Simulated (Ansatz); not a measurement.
# Ga in Cu(111), 2x2: scattering by a point defect, part 2 of 3

Wanted: the reflection from a plane of defects, Ga in Cu(111), 2x2, and the resistivity it implies.

Ansatz 0.2.0; Ansatz plane-wave DFT, PBE, PAW files; ballistic transport by layer matching (Landauer), zero bias; PAW set soft_1 (the session's first sound run).

So far, resistivity per at.% scaled from this dense plane, with the factor 3/4 for isotropic scattering (µΩ cm): step 3 (resistance at ideal sites) 1.03.

## Step 4: Relaxing the neighbours

The neighbours of the defect are let go while the lead's layers stay on their sites, since a lead must repeat to 0.01 Å.

This step: Ansatz plane-wave DFT, PBE, PAW files; relaxation with the lead's layers held; PAW set soft_1 (Ansatz 0.2.0).

Input file input.yaml:

```yaml
crystal:
  lattice:
    - [5.1123254594, 0.0, 0.0]
    - [-2.5561627297, 4.4274037203, 0.0]
    - [-1.2780813649, 0.73790062, 22.9580794202]
  atoms:
    - { symbol: Cu, position: [0.0075757576, 0.9924242424, 0.0454545455] }
    - { symbol: Cu, position: [0.0075757576, 0.4924242424, 0.0454545455] }
    - { symbol: Cu, position: [0.5075757576, 0.9924242424, 0.0454545455] }
    - { symbol: Cu, position: [0.5075757576, 0.4924242424, 0.0454545455] }
    - { symbol: Cu, position: [0.1893939394, 0.3106060606, 0.1363636364] }
    - { symbol: Cu, position: [0.1893939394, 0.8106060606, 0.1363636364] }
    - { symbol: Cu, position: [0.6893939394, 0.3106060606, 0.1363636364] }
    - { symbol: Cu, position: [0.6893939394, 0.8106060606, 0.1363636364] }
    - { symbol: Cu, position: [0.3712121212, 0.1287878788, 0.2272727273] }
    - { symbol: Cu, position: [0.3712121212, 0.6287878788, 0.2272727273] }
    - { symbol: Cu, position: [0.8712121212, 0.1287878788, 0.2272727273] }
    - { symbol: Cu, position: [0.8712121212, 0.6287878788, 0.2272727273] }
    - { symbol: Cu, position: [0.053030303, 0.946969697, 0.3181818182] }
    - { symbol: Cu, position: [0.053030303, 0.446969697, 0.3181818182] }
    - { symbol: Cu, position: [0.553030303, 0.946969697, 0.3181818182] }
    - { symbol: Cu, position: [0.553030303, 0.446969697, 0.3181818182] }
    - { symbol: Cu, position: [0.2348484848, 0.2651515152, 0.4090909091] }
    - { symbol: Cu, position: [0.2348484848, 0.7651515152, 0.4090909091] }
    - { symbol: Cu, position: [0.7348484848, 0.2651515152, 0.4090909091] }
    - { symbol: Cu, position: [0.7348484848, 0.7651515152, 0.4090909091] }
    - { symbol: Ga, position: [0.4166666667, 0.0833333333, 0.5] }
    - { symbol: Cu, position: [0.4166666667, 0.5833333333, 0.5] }
    - { symbol: Cu, position: [0.9166666667, 0.0833333333, 0.5] }
    - { symbol: Cu, position: [0.9166666667, 0.5833333333, 0.5] }
    - { symbol: Cu, position: [0.0984848485, 0.9015151515, 0.5909090909] }
    - { symbol: Cu, position: [0.0984848485, 0.4015151515, 0.5909090909] }
    - { symbol: Cu, position: [0.5984848485, 0.9015151515, 0.5909090909] }
    - { symbol: Cu, position: [0.5984848485, 0.4015151515, 0.5909090909] }
    - { symbol: Cu, position: [0.2803030303, 0.2196969697, 0.6818181818] }
    - { symbol: Cu, position: [0.2803030303, 0.7196969697, 0.6818181818] }
    - { symbol: Cu, position: [0.7803030303, 0.2196969697, 0.6818181818] }
    - { symbol: Cu, position: [0.7803030303, 0.7196969697, 0.6818181818] }
    - { symbol: Cu, position: [0.4621212121, 0.0378787879, 0.7727272727] }
    - { symbol: Cu, position: [0.4621212121, 0.5378787879, 0.7727272727] }
    - { symbol: Cu, position: [0.9621212121, 0.0378787879, 0.7727272727] }
    - { symbol: Cu, position: [0.9621212121, 0.5378787879, 0.7727272727] }
    - { symbol: Cu, position: [0.1439393939, 0.8560606061, 0.8636363636] }
    - { symbol: Cu, position: [0.1439393939, 0.3560606061, 0.8636363636] }
    - { symbol: Cu, position: [0.6439393939, 0.8560606061, 0.8636363636] }
    - { symbol: Cu, position: [0.6439393939, 0.3560606061, 0.8636363636] }
    - { symbol: Cu, position: [0.3257575758, 0.1742424242, 0.9545454545] }
    - { symbol: Cu, position: [0.3257575758, 0.6742424242, 0.9545454545] }
    - { symbol: Cu, position: [0.8257575758, 0.1742424242, 0.9545454545] }
    - { symbol: Cu, position: [0.8257575758, 0.6742424242, 0.9545454545] }
kpoints:
  mp_grid: { grid: [5, 5, 1] }
hamiltonian:
  xc: pbe
  pseudopotentials: { kind: paw, azcp: { folder: soft_1 } }
scf:
  occupations: { method: fermi_dirac, width: 0.1 }
relax:
  f_tol: 0.03
  max_steps: 40
  constraints:
    - { sites: [0, 1, 2, 3, 4, 5, 6, 7, 8, 9, 10, 11, 32, 33, 34, 35, 36, 37, 38, 39, 40, 41, 42, 43] }
```

The run is started by

```sh
> ansatz run input.yaml --threads 4 --pin off --max-ram 15360MiB --backend cpu --events-out ev --progress --plain --runs-dir out
```

Numbers of over 12 decimals in the logs are rounded to 6 here.

The log of the run:

```text
[...]
Crystal: 44 atoms, lattice volume = 519.641 Å³
Basis set: ecut = 420 eV, 10219 PW (Γ), exchange–correlation on 72×72×320 points (8 copies of the dense FFT grid, shifted against one another)
Bands: 498, of which v1, the nominal top of the filled ones, is band 415 counted from 1 (414 counted from 0)
Symmetry: 4 space group operations
[...]
k-points: 9 of 25
[...]
SCF iter   1: F=—  HF=-288708.706995 eV  |F-HF|=—  |Δ(HF+E_count)|=         —  Δρ=2.76e-1  dr2=3.84e2  ethr=3.10e-3  ⟨swp⟩=5.0  Hψ=13393  notcnv=0  defer=24
[...]
SCF iter  13: F=-288666.372279 eV  HF=-288666.372288 eV  |F-HF|=8.83e-6  |Δ(HF+E_count)|=   2.45e-6  Δρ=2.36e-5  dr2=6.76e-6  ethr=2.71e-9  ⟨swp⟩=3.0  Hψ=11580  notcnv=0
SCF 1 converged in 13 iterations: F = -288666.372279 eV  dr2 = 6.76e-6
[...]
relax step   1: F+E_penalty+E_count = -288666.37227908 eV  Δ(F+E_penalty+E_count) = +0.000e0 eV  max|allowed force component| = 1.575e-1 eV/Å  Δτ_max = 0.0000 Å  (13 SCF iters, dr2 threshold 2.25e-5 eV, accepted)
[...]
iter 1 solved again at ethr=4.97e-7 eV; its pass at ethr=3.10e-3 eV (dr2=4.12e-3 eV) is discarded
[...]
SCF iter   7: F=-288666.385060 eV  HF=-288666.385061 eV  |F-HF|=1.15e-6  |Δ(HF+E_count)|=   2.20e-7  Δρ=8.96e-6  dr2=1.13e-6  ethr=1.87e-10  ⟨swp⟩=2.0  Hψ=12179  notcnv=0
SCF 2 converged in 7 iterations: F = -288666.385060 eV  dr2 = 1.13e-6
relax step   2: F+E_penalty+E_count = -288666.38505992 eV  Δ(F+E_penalty+E_count) = -1.278e-2 eV  max|allowed force component| = 9.156e-2 eV/Å  Δτ_max = 0.0118 Å  (7 SCF iters, dr2 threshold 1.55e-6 eV, accepted)
SCF iter   1: F=—  HF=-288666.394967 eV  |F-HF|=—  |Δ(HF+E_count)|=         —  Δρ=1.72e-3  dr2=7.32e-3  ethr=9.68e-6  ⟨swp⟩=5.0  Hψ=9691  notcnv=0  defer=552
[...]
SCF iter  11: F=-288666.391670 eV  HF=-288666.391671 eV  |F-HF|=3.34e-8  |Δ(HF+E_count)|=  6.40e-10  Δρ=1.35e-6  dr2=2.70e-8  ethr=1.20e-11  ⟨swp⟩=3.0  Hψ=9721  notcnv=0
SCF 3 converged in 11 iterations: F = -288666.391670 eV  dr2 = 2.70e-8
relax step   3: F+E_penalty+E_count = -288666.39167048 eV  Δ(F+E_penalty+E_count) = -6.611e-3 eV  max|allowed force component| = 4.683e-3 eV/Å  Δτ_max = 0.0166 Å  (11 SCF iters, accepted)
SCF converged after 11 iterations
Free energy (F): -288666.391670 eV
[...]
Internal energy: -288665.908616 eV  (E = F + TS)
E sigma→0 (E₀):  -288666.150143 eV
Entropy (-TS):   -0.483054 eV (-10.979 meV/atom)
Fermi energy:    16.372906 eV
[...]
--- Forces (eV/Å), atoms counted from 1 ---
  atom   1  Cu     0.00525013     0.00419259     0.00284771
  atom   2  Cu     0.00173115    -0.00099948    -0.00859082
  atom   3  Cu    -0.00418815     0.00241803     0.00458346
  atom   4  Cu    -0.00100583    -0.00664304     0.00284771
  atom   5  Cu     0.00113815    -0.00065711     0.00436870
  atom   6  Cu     0.00014213     0.00078661     0.00031992
  atom   7  Cu    -0.00061016    -0.00051639     0.00031992
  atom   8  Cu    -0.00079681     0.00046004    -0.00807937
  atom   9  Cu     0.00179161    -0.00103438    -0.07836528
  atom  10  Cu     0.00925364     0.00510560    -0.05687221
  atom  11  Cu     0.00020524    -0.01056668    -0.05687221
  atom  12  Cu    -0.00968470     0.00559146    -0.05599930
  atom  13  Cu     0.00068596     0.00027170     0.00130296
  atom  14  Cu    -0.00015066     0.00008698    -0.00468277
  atom  15  Cu     0.00001990    -0.00001149     0.00159068
  atom  16  Cu     0.00010769    -0.00072991     0.00130296
  atom  17  Cu    -0.00034763     0.00020070    -0.00102962
  atom  18  Cu     0.00058396    -0.00132533    -0.00119814
  atom  19  Cu     0.00143976     0.00015694    -0.00119814
  atom  20  Cu     0.00073160    -0.00042239     0.00091007
  atom  21  Ga     0.00000000    -0.00000000     0.00000000
  atom  22  Cu     0.00000000     0.00000000     0.00000000
  atom  23  Cu    -0.00000000     0.00000000     0.00000000
  atom  24  Cu     0.00000000     0.00000000     0.00000000
  atom  25  Cu    -0.00143976    -0.00015694     0.00119814
  atom  26  Cu    -0.00073160     0.00042239    -0.00091007
  atom  27  Cu     0.00034763    -0.00020070     0.00102962
  atom  28  Cu    -0.00058396     0.00132533     0.00119814
  atom  29  Cu    -0.00001990     0.00001149    -0.00159068
  atom  30  Cu    -0.00010769     0.00072991    -0.00130296
  atom  31  Cu    -0.00068596    -0.00027170    -0.00130296
  atom  32  Cu     0.00015066    -0.00008698     0.00468277
  atom  33  Cu    -0.00179161     0.00103438     0.07836528
  atom  34  Cu    -0.00925364    -0.00510560     0.05687221
  atom  35  Cu    -0.00020524     0.01056668     0.05687221
  atom  36  Cu     0.00968470    -0.00559146     0.05599930
  atom  37  Cu     0.00061016     0.00051639    -0.00031992
  atom  38  Cu     0.00079681    -0.00046004     0.00807937
  atom  39  Cu    -0.00113815     0.00065711    -0.00436870
  atom  40  Cu    -0.00014213    -0.00078661    -0.00031992
  atom  41  Cu     0.00418815    -0.00241803    -0.00458346
  atom  42  Cu     0.00100583     0.00664304    -0.00284771
  atom  43  Cu    -0.00525013    -0.00419259    -0.00284771
  atom  44  Cu    -0.00173115     0.00099948     0.00859082
  max |Σ_I F_I| component: 2.43e-17 eV/Å
--- Relaxed structure (3 steps of the walk, 3 accepted, 0 SCFs on fresh bases) ---
  F+E_penalty+E_count = -288666.39167048 eV   max|allowed force component| = 4.683e-3 eV/Å
  atoms:
    - { symbol: Cu, position: [0.00757576, 0.992424, 0.0454545455] }
    - { symbol: Cu, position: [0.00757576, 0.492424, 0.045455] }
    - { symbol: Cu, position: [0.507576, 0.992424, 0.0454545455] }
    - { symbol: Cu, position: [0.507576, 0.492424, 0.0454545455] }
    - { symbol: Cu, position: [0.189394, 0.310606, 0.136364] }
    - { symbol: Cu, position: [0.189394, 0.810606, 0.1363636364] }
    - { symbol: Cu, position: [0.689394, 0.310606, 0.1363636364] }
    - { symbol: Cu, position: [0.689394, 0.810606, 0.136364] }
    - { symbol: Cu, position: [0.371212, 0.128788, 0.2272727273] }
    - { symbol: Cu, position: [0.371212, 0.628788, 0.2272727273] }
    - { symbol: Cu, position: [0.871212, 0.128788, 0.2272727273] }
    - { symbol: Cu, position: [0.871212, 0.628788, 0.2272727273] }
    - { symbol: Cu, position: [0.053276, 0.947113, 0.317560] }
    - { symbol: Cu, position: [0.052986, 0.447014, 0.317363] }
    - { symbol: Cu, position: [0.553000, 0.947000, 0.317587] }
    - { symbol: Cu, position: [0.552887, 0.446724, 0.317560] }
    - { symbol: Cu, position: [0.233976, 0.266024, 0.407892] }
    - { symbol: Cu, position: [0.234017, 0.763557, 0.407902] }
    - { symbol: Cu, position: [0.736443, 0.265983, 0.407902] }
    - { symbol: Cu, position: [0.734860, 0.765140, 0.408047] }
    - { symbol: Ga, position: [0.416667, 0.083333, 0.5] }
    - { symbol: Cu, position: [0.416667, 0.583333, 0.5] }
    - { symbol: Cu, position: [0.916667, 0.083333, 0.5] }
    - { symbol: Cu, position: [0.916667, 0.583333, 0.5] }
    - { symbol: Cu, position: [0.096891, 0.900683, 0.592098] }
    - { symbol: Cu, position: [0.098473, 0.401527, 0.591953] }
    - { symbol: Cu, position: [0.599358, 0.900642, 0.592108] }
    - { symbol: Cu, position: [0.599317, 0.403109, 0.592098] }
    - { symbol: Cu, position: [0.280334, 0.219666, 0.682413] }
    - { symbol: Cu, position: [0.280447, 0.719943, 0.682440] }
    - { symbol: Cu, position: [0.780057, 0.219553, 0.682440] }
    - { symbol: Cu, position: [0.780347, 0.719653, 0.682637] }
    - { symbol: Cu, position: [0.462121, 0.037879, 0.7727272727] }
    - { symbol: Cu, position: [0.462121, 0.537879, 0.772727] }
    - { symbol: Cu, position: [0.962121, 0.037879, 0.772727] }
    - { symbol: Cu, position: [0.962121, 0.537879, 0.772727] }
    - { symbol: Cu, position: [0.143939, 0.856061, 0.8636363636] }
    - { symbol: Cu, position: [0.143939, 0.356061, 0.8636363636] }
    - { symbol: Cu, position: [0.643939, 0.856061, 0.8636363636] }
    - { symbol: Cu, position: [0.643939, 0.356061, 0.8636363636] }
    - { symbol: Cu, position: [0.325758, 0.174242, 0.9545454545] }
    - { symbol: Cu, position: [0.325758, 0.674242, 0.954545] }
    - { symbol: Cu, position: [0.825758, 0.174242, 0.954545] }
    - { symbol: Cu, position: [0.825758, 0.674242, 0.954545] }
```

Run time: 2.6 min. Hardware: 4 threads of Arm Neoverse V2, shared host; peak memory 5.4 GiB; 10 min of CPU time.

The steps of the relaxation:

| step | energy less that of the first step (eV) | largest force component (eV/Å) |
| --- | --- | --- |
| 1 | 0.0000 | 0.1575 |
| 2 | -0.0128 | 0.0916 |
| 3 | -0.0194 | 0.0047 |

Forces are held to the 4 operations that the run works with; a distortion that breaks them can't arise in this run.

The atoms that moved most (Å):

| atom | dx | dy | dz | length |
| --- | --- | --- | --- | --- |
| Cu25 | -0.008 | -0.003 | 0.027 | 0.028 |
| Cu28 | -0.001 | 0.008 | 0.027 | 0.028 |
| Cu19 | 0.008 | 0.003 | -0.027 | 0.028 |
| Cu18 | 0.001 | -0.008 | -0.027 | 0.028 |
| Cu27 | 0.005 | -0.003 | 0.028 | 0.028 |
| Cu17 | -0.005 | 0.003 | -0.028 | 0.028 |
| Cu26 | -0.001 | 0.001 | 0.024 | 0.024 |
| Cu20 | 0.001 | -0.001 | -0.024 | 0.024 |

This step gave:

| Item | Value |
| --- | --- |
| free energy | -288666.3917 eV |
| energy at zero smearing | -288666.1501 eV |
| Fermi energy | 16.37 eV |

The largest force component on a free atom ends at 0.0047 eV/Å, under the tolerance of 0.03, after 3 steps.

[end of part 2 of 3]

[Logs are printed without paths, hosts, clocks, repeated set-up lines and the standing remarks that a program may print on its own settings, such as how far it seeks lower states.]

[Hosts, paths, dates, database ids (printed as entryN), source tags and the programs' standing remarks are cut or masked in the printed files.]
